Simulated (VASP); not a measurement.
# TaS2 (P-3m1) in VASP: settings compared

Aim: see how the results for TaS2 move with the level of theory and the settings. Levels: rev-vdW-DF2, optB86b-vdW, optB88-vdW, BEEF-vdW. Tasks: relaxation of cell and atoms.

All numbers are computed with VASP 6.6.1; they aren't measurements. Logs are shortened: lines on timing, memory, paths and dates and some standing lists are left out, and cuts for length are marked.

**1. The crystal as given**

Symmetry: P-3m1, No. 164, trigonal system. Conventional cell: a = 3.350 Å, b = 3.350 Å, c = 5.860 Å, α = 90.00°, β = 90.00°, γ = 120.00°. Ta (site symmetry -3m) is surrounded by 6 S at 2.43 Å. S (site symmetry 3m) is surrounded by 3 Ta at 2.43 Å.

**2. Relaxation of cell and atoms, rev-vdW-DF2**

INCAR

```
SYSTEM = TaS2
  PREC = Accurate
  ENCUT = 600
  EDIFF = 1E-6
  ISMEAR = -1
  SIGMA = 0.05
  LREAL = .False.
  LASPH = .True.
  NELM = 100
  ALGO = Normal
  ISIF = 3
  LWAVE = .False.
  LCHARG = .False.
  GGA = MK
  LUSE_VDW = .True.
  AGGAC = 0.0
  PARAM1 = 0.1234
  PARAM2 = 0.711357
  ZAB_VDW = -1.8867
  IBRION = 2
  NSW = 40
  EDIFFG = -0.01
```

KPOINTS

```
regular mesh
0
Gamma
  9 9 5
  0 0 0
```

POSCAR

```
TaS2
1.0
    3.3500000000      0.0000000000      0.0000000000
   -1.6750000000      2.9011851027      0.0000000000
    0.0000000000      0.0000000000      5.8600000000
Ta S
1 2
Direct
    0.0000000000      0.0000000000      0.0000000000
    0.6666666667      0.3333333333      0.7500000000
    0.3333333333      0.6666666667      0.2500000000
```

Potentials or basis: VASP PAW PBE potentials, release 64 (Ta_pv, S).

Launch:

```sh
> cat potpaw_PBE.64/Ta_pv/POTCAR potpaw_PBE.64/S/POTCAR > POTCAR
> mpirun -np 1 vasp_std > vasp.out
```

OUTCAR:

```text
SYSTEM = TaS2
   PREC = Accurate
   ENCUT = 600
   EDIFF = 1E-6
   ISMEAR = -1
   LREAL = .False.
   LASPH = .True.
   NELM = 100
   ISIF = 3
   GGA = MK
   IBRION = 2
   NSW = 40
   EDIFFG = -0.01

 ion  position               nearest neighbor table
   1  0.000  0.000  0.000-   2 2.43   3 2.43   2 2.43   3 2.43   2 2.43   3 2.43
   2  0.667  0.333  0.750-   1 2.43   1 2.43   1 2.43
   3  0.333  0.667  0.250-   1 2.43   1 2.43   1 2.43

  LATTYP: Found a hexagonal cell.
 ALAT       =     3.3500000000
 C/A-ratio  =     1.7492537313

  Lattice vectors:

 A1 = (   3.3500000000,   0.0000000000,   0.0000000000)
 A2 = (  -1.6750000000,   2.9011851027,   0.0000000000)
 A3 = (   0.0000000000,   0.0000000000,   5.8600000000)

Analysis of symmetry for initial positions (statically):
=====================================================================
 Subroutine PRICEL returns:
 Original cell was already a primitive cell.

 Routine SETGRP: Setting up the symmetry group for a
 hexagonal supercell.

 Subroutine GETGRP returns: Found 12 space group operations
 (whereof 12 operations were pure point group operations)
 out of a pool of 24 trial point group operations.

The static configuration has the point symmetry D_3d.

Analysis of symmetry for dynamics (positions and initial velocities):
=====================================================================
 Subroutine PRICEL returns:
 Original cell was already a primitive cell.

 Routine SETGRP: Setting up the symmetry group for a
 hexagonal supercell.

 Subroutine GETGRP returns: Found 12 space group operations
 (whereof 12 operations were pure point group operations)
 out of a pool of 24 trial point group operations.

The dynamic configuration has the point symmetry D_3d.

 Subroutine INISYM returns: Found 12 space group operations
 (whereof 12 operations are pure point group operations),
 and found     1 'primitive' translations

----------------------------------------------------------------------------------------

                                     Primitive cell

  volume of cell :      56.9532

  direct lattice vectors                    reciprocal lattice vectors
     3.350000000  0.000000000  0.000000000     0.298507463  0.172343364  0.000000000
    -1.675000000  2.901185103  0.000000000     0.000000000  0.344686728  0.000000000
     0.000000000  0.000000000  5.860000000     0.000000000  0.000000000  0.170648464

  length of vectors
     3.350000000  3.350000000  5.860000000     0.344686728  0.344686728  0.170648464

  position of ions in fractional coordinates (direct lattice)
     0.000000000  0.000000000  0.000000000
     0.666666667  0.333333333  0.750000000
     0.333333333  0.666666667  0.250000000

  ion indices of the primitive-cell ions
   primitive index   ion index
                 1           1
                 2           2
                 3           3

----------------------------------------------------------------------------------------

 KPOINTS: regular mesh

Automatic generation of k-mesh.
 Grid dimensions read from file:
 generate k-points for:    9    9    5

 Generating k-lattice:

  Cartesian coordinates                     Fractional coordinates (reciprocal lattice)
     0.033167496  0.019149263  0.000000000     0.111111111 -0.000000000  0.000000000
     0.000000000  0.038298525  0.000000000     0.000000000  0.111111111  0.000000000
     0.000000000  0.000000000  0.034129693     0.000000000  0.000000000  0.200000000

  Length of vectors
     0.038298525  0.038298525  0.034129693

  Shift w.r.t. Gamma in fractional coordinates (k-lattice)
     0.000000000  0.000000000  0.000000000

 Subroutine IBZKPT returns following result:
 ===========================================

 Found     50 irreducible k-points:

 Following reciprocal coordinates:
            Coordinates               Weight
  0.000000  0.000000  0.000000      1.000000
  0.111111  0.000000  0.000000      6.000000
  0.222222  0.000000  0.000000      6.000000
  0.333333  0.000000  0.000000      6.000000
  0.444444  0.000000  0.000000      6.000000
  0.111111  0.111111  0.000000      6.000000
[... 16 lines left out ...]
  0.222222  0.111111  0.200000     12.000000
 -0.111111  0.333333  0.200000     12.000000
 [... further k-points ...]
   k-points           NKPTS =     50   k-points in BZ     NKDIM =     50   number of bands    NBANDS=     15
   number of dos      NEDOS =    301   number of ions     NIONS =      3
   total plane-waves  NPLWV =  37632
   dimension x,y,z NGX =    28 NGY =   28 NGZ =   48
   dimension x,y,z NGXF=    56 NGYF=   56 NGZF=   96
   ions per type =               1   2
   NGX,Y,Z   is equivalent  to a cutoff of  13.90, 13.90, 13.62 a.u.
   NGXF,Y,Z  is equivalent  to a cutoff of  27.79, 27.79, 27.23 a.u.
 SYSTEM =  TaS2
   PREC   = accura    normal or accurate (medium, high low for compatibility)
   ISTART =      0    job   : 0-new  1-cont  2-samecut
   ICHARG =      2    charge: 1-file 2-atom 10-const
   ISPIN  =      1    spin polarized calculation?
   LNONCOLLINEAR =      F non collinear calculations
   LSORBIT =      F    spin-orbit coupling
   LASPH  =      T    aspherical Exc in radial PAW
   ENCUT  =  600.0 eV  44.10 Ry    6.64 a.u.   6.69  6.69 11.70*2*pi/ulx,y,z
   NELM   =    100;   NELMIN=  2; NELMDL= -5     # of ELM steps
   EDIFF  = 0.1E-05   stopping-criterion for ELM
   LREAL  =      F    real-space projection
   EDIFFG = -.1E-01   stopping-criterion for IOM
   NSW    =     40    number of steps for IOM
   IBRION =      2    ionic relax: 0-MD 1-quasi-New 2-CG
   NFREE  =      1    steps in history (QN), initial steepest desc. (CG)
   ISIF   =      3    stress and relaxation
   ISYM   =      2    0-nonsym 1-usesym 2-fastsym
   POTIM  = 0.5000    time-step for ionic-motion
   TEBEG  =    0.0;   TEEND  =   0.0 temperature during run
   PSTRESS=    0.0 pullay stress
   NELECT =      23.0000    total number of electrons
   NUPDOWN=      -1.0000    fix difference up-down
   EMIN   =  10.00;   EMAX   =-10.00  energy-range for DOS
   EFERMI =   0.00;   METHOD = LEGACY
   ISMEAR =    -1;   SIGMA  =   0.05  broadening in eV -4-tet -1-fermi 0-gaus
   EFERMI_NEDOS =   21; number of points for ismear=-14 and -15
   IALGO  =     38    algorithm
   IMIX   =      4    mixing-type and parameters
     AMIX     =   0.40;   BMIX     =  1.00
     AMIX_MAG =   1.60;   BMIX_MAG =  1.00
  volume/ion in A,a.u.               =      18.98       128.11
  Fermi-wavevector in a.u.,A,eV,Ry     =   1.210073  2.286706 19.922686  1.464276
  Thomas-Fermi vector in A             =   2.345631
   LORBIT       =      0    0 simple, 1 ext, 2 COOP (PROOUT), +10 PAW based schemes
   GGA     = MK    functional components
   LHFCALC =     F    Hartree Fock is set to
   AEXX    =    0.0000 exact exchange contribution
   IVDW_NL    =     1    kernel type
   BPARAM     = 6.3000
   IVDW    =     0    specifies the selected vdW correction
   LEPSILON=     F    determine dielectric tensor
   LRPA    =     F    only Hartree local field effects (RPA)
 conjugate gradient relaxation of ions
 non-spin polarized calculation
  energy-cutoff  :      600.00
  volume of cell :       56.95
 maximum number of plane-waves:      1931
 NGX is ok and might be reduce to    28
   NGX = 13   NGY = 13   NGZ = 23

--------------------------------------- Ionic step        1  -------------------------------------------

 number of electron      22.9999999 magnetization

 Free energy of the ion-electron system (eV)
  ---------------------------------------------------
  ext. energy  EPLUGINS =         0.00000000
  ---------------------------------------------------
  free energy    TOTEN  =       -18.30070641 eV

  energy without entropy =      -18.28554054  energy(sigma->0) =      -18.29312347

------------------------ aborting loop because EDIFF is reached ----------------------------------------

  FORCE on cell =-STRESS in cart. coord.  units (eV):
  Direction    XX          YY          ZZ          XY          YZ          ZX
  --------------------------------------------------------------------------------------
  -------------------------------------------------------------------------------------
  Total        2.0790222      2.0790222      3.6450100      0.0000000      0.0000000      0.0000000
  in kB       58.4859894     58.4859894    102.5395586      0.0000000      0.0000000      0.0000000
  external PRESSURE =      73.1705124 kB  Pullay stress =       0.0000000 kB
[... 100 lines left out ...]
  energy  without entropy=      -18.3757552906  energy(sigma->0) =      -18.38279040

Total vdW correction in eV:      2.9708731

[... ionic steps 4 to 12 ...]

--------------------------------------- Ionic step       13  -------------------------------------------

 number of electron      22.9999999 magnetization

------------------------ aborting loop because EDIFF is reached ----------------------------------------
[... 73 lines left out ...]
--------------------------------------- Ionic step       15  -------------------------------------------

 number of electron      22.9999999 magnetization

 Free energy of the ion-electron system (eV)
  ---------------------------------------------------
  ext. energy  EPLUGINS =         0.00000000
  ---------------------------------------------------
  free energy    TOTEN  =       -18.40254680 eV

  energy without entropy =      -18.38975283  energy(sigma->0) =      -18.39614981

 E-fermi :   5.4437     XC(G=0): -10.6412

 val. band max:        5.4203822118   @ k =   0.2222   0.1111   0.0000
 cond. band min:       5.4722388255   @ k =   0.0000   0.0000   0.0000
 fundamental gap:      0.0518566137
 Fermi energy:         5.4437431718

 k-point     1 :       0.0000    0.0000    0.0000
  band No.  band energies     occupation
      1     -29.8423      2.00000
      2     -29.8318      2.00000
      3     -29.8318      2.00000
      4      -9.3969      2.00000
      5      -7.4830      2.00000
      6      -1.4588      2.00000
      7       1.7046      2.00000
      8       1.7046      2.00000
      9       4.2494      2.00000
     10       4.8614      1.99998
     11       4.8614      1.99998
     12       5.4722      0.72251
     13       5.6415      0.03756
     14       5.6415      0.03756
[... 401 lines left out ...]
      2     -29.8842      2.00000
      3     -29.8075      2.00000
      4      -8.2543      2.00000
      5      -7.4708      2.00000
      6      -0.2496      2.00000
      7       0.6460      2.00000
      8       1.0611      2.00000
      9       1.8871      2.00000
     10       2.8049      2.00000
     11       3.6323      2.00000
     12       5.2228      1.97618
     13       6.8915      0.00000
     14       7.8724      0.00000
     15       8.8788      0.00000

 [... further k-points ...]

------------------------ aborting loop because EDIFF is reached ----------------------------------------

  FORCE on cell =-STRESS in cart. coord.  units (eV):
  Direction    XX          YY          ZZ          XY          YZ          ZX
  --------------------------------------------------------------------------------------
  -------------------------------------------------------------------------------------
  Total        0.0014891      0.0014891      0.0027620      0.0000000     -0.0000000      0.0000000
  in kB        0.0415168      0.0415168      0.0770036      0.0000000     -0.0000000      0.0000000
  external PRESSURE =       0.0533458 kB  Pullay stress =       0.0000000 kB
[... 22 lines left out ...]
  energy  without entropy=      -18.3897528256  energy(sigma->0) =      -18.39614981

Total vdW correction in eV:      2.9020542

 reached required accuracy - stopping structural energy minimisation
```

Run time: 8 min. Hardware: 1 thread of AMD EPYC 9R45 (Zen 5), shared host; peak memory 0.42 GiB.

Results:

```yaml
Free_energy: -18.4025 eV
Relaxed_volume: 19.16 Å³/atom
Relaxed_cell: a = 3.351 Å, b = 3.351 Å, c = 5.908 Å, α = 90.00°, β = 90.00°, γ = 120.00°
Space_group_after_relaxing_to_0.05_Å: P-3m1 (No. 164)
Energy_gained_by_relaxing: 33.9 meV/atom
Ionic_steps: 15
Pressure_after_relaxing: 0.0 GPa
Band_gap_on_the_k_mesh: none (metal or under the smearing width)
```

The path:
| step | energy change (eV) | largest force (eV/Å) | pressure (GPa) | volume (Å³) |
| --- | --- | --- | --- | --- |
| 1 | 0.0000 | 1.3224 | 7.32 | 56.95 |
| 2 | 0.1855 | 1.5357 | -11.98 | 64.39 |
| 3 | -0.0891 | 0.1379 | -1.08 | 59.50 |
| 4 | -0.0893 | 0.1770 | -0.84 | 59.40 |
| 5 | -0.0893 | 0.1976 | -0.70 | 59.35 |
| 6 | -0.0976 | 0.1093 | -0.27 | 58.80 |
| 7 | -0.0989 | 0.0613 | -0.05 | 58.51 |
| 8 | -0.0989 | 0.0591 | -0.04 | 58.50 |
| 9 | -0.0994 | 0.0388 | -0.15 | 58.43 |
| 10 | -0.1006 | 0.0214 | -0.45 | 58.22 |
| 11 | -0.1003 | 0.1418 | -1.05 | 57.80 |
| 12 | -0.1009 | 0.0673 | -0.68 | 58.05 |
| 13 | -0.1011 | 0.0605 | -0.62 | 58.00 |
| 14 | -0.1015 | 0.0409 | -0.43 | 57.82 |
| 15 | -0.1018 | 0.0007 | 0.01 | 57.47 |

Final structure:
```
Ta S
1.0
     3.35133    0.00000    0.00000
    -1.67567    2.90234    0.00000
     0.00000    0.00000    5.90819
Ta S
1 2
Cartesian
  1.6757 2.9023 0.0000
  1.6757 0.9674 4.3646
  0.0000 1.9349 1.5436
```

Levels at points of the mesh, in eV from the Fermi level:
| k point | band 10 | band 11 | band 12 | band 13 | band 14 | band 15 |
| --- | --- | --- | --- | --- | --- | --- |
| (0.00, 0.00, 0.00) | -0.58 | -0.58 | 0.03 | 0.20 | 0.20 | 3.76 |

Caveat: the PAW data sets were made with another functional, which shifts forces and pressure a little. The run has no spin-orbit coupling, so splittings on Ta are missing.

[end of part 1 of 2]
